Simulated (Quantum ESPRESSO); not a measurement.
The system is Si.

```
Si
1.0
     2.53211    0.00000    0.00000
     0.00000    2.53211    0.00000
     0.00000    0.00000    2.53211
Si
1
Direct
  0.50000 0.50000 0.50000
```

The cell was built by a generator and needn't be a form met in nature.

* Program: Quantum ESPRESSO 7.5
* Task: Wannier functions
* Functional: PBE
* Potentials or basis: GBRV 1.5 PBE
* Cutoff: 612 eV
* Density cutoff: 4898 eV
* k mesh: 10 × 10 × 10
* Occupations: fermi-dirac, width 0.05 eV
* Spin: no spin polarisation
* Mixing beta: 0.5
* Most SCF iterations: 120
* SCF threshold: 2e-10 Ry
* k mesh for the Wannier functions: 6 × 6 × 6

Start: SCDM with an erfc weight, μ = 2.0 eV over the reference level, σ = 1.0 eV, one function for each orbital of the shells Si sp. The reference level is the Fermi level, or the middle of the gap.

With SCDM with an erfc weight, how many functions result, how localised are they, and how well do they interpolate the bands?

4 functions with spreads from 2.75 to 4.22 Å², 15.2 Å² in all; they miss the direct bands by 256 meV (root mean square).

Wannier functions:
```csv
function,nearest atom,distance (Å),spread (Å²),on-site energy from the reference level (eV)
1,1 Si,0.65,4.09,0.74
2,1 Si,0.82,4.14,0.47
3,1 Si,0.91,4.22,0.43
4,1 Si,0.73,2.75,-2.28
```

Parts of the spread (Å²): invariant 9.04, diagonal 1.178, off-diagonal 4.98, total 15.20. Against the direct bands the interpolation misses by 256 meV (root mean square) and 1261 meV at most, for states up to 1 eV over the reference level.
